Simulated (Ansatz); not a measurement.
## A S vacancy in zincblende ZnS, 63 atoms, charge 0

All numbers come from Ansatz (PAW, plane waves, no spin–orbit coupling) at the single k point (¼, ¼, ¼) without its symmetry partners. The atoms were relaxed with PBEsol in a fixed cell; other functionals are single points on those atoms unless said otherwise. The valence top and gap of the host come from its small cell on a dense mesh, with the band extrema sought between the mesh points, lined up by the mean potential, PBEsol gap 2.09 eV, HSE06 gap 3.46 eV.

Cell: a = 10.713 Å, b = 10.713 Å, c = 10.713 Å, α = 90.00°, β = 90.00°, γ = 90.00°.

Nearest atoms after relaxation, from the placed atom (for vacancies from the middle of the vacant sites): Zn at 1.95 Å, Zn at 1.97 Å, Zn at 1.97 Å, Zn at 2.00 Å.

Chemical potentials μ are those of reference phases of the elements at zero temperature by the same functional (the usual solids, diamond for C, grey Sn, and the molecules H2, N2, O2, F2, Cl2, Br2 and S8).

| functional | E(defect) − E(host) − Σ nμ + q·E_VBM (eV) | monopole (eV) | alignment (eV) | formation energy at E_F = VBM (eV) | moment (μB) | wall time, shared host |
| --- | --- | --- | --- | --- | --- | --- |
| PBEsol | 3.77 | 0.00 | 0.00 | 3.77 | 0 (no spin) | 65 s on 8 threads of EPYC 7B13 (relaxation) |

(1) Estimate the formation energy and moment that HSE06 gives on these atoms.

HSE06 one-electron levels near the gap (the ten most localised at most), from the host's valence top:

| level (eV) | spin | filling | atoms sharing it | element of the atom with most weight |
| --- | --- | --- | --- | --- |
| -0.01 | both | 2.00 | 14.1 | Zn |
| 3.34 | both | 0.00 | 11.5 | Zn |
| 3.70 | both | 0.00 | 9.7 | Zn |
| 3.71 | both | 0.00 | 9.8 | Zn |

All elements are taken at their own reference at once; growth conditions in equilibrium with the host shift these energies, by up to the host's formation enthalpy.

One k point and a cell of this size can leave errors of several tenths of an eV in such numbers.

Answers

(1) 3.65 eV at E_F = VBM, moment 0 (no spin).
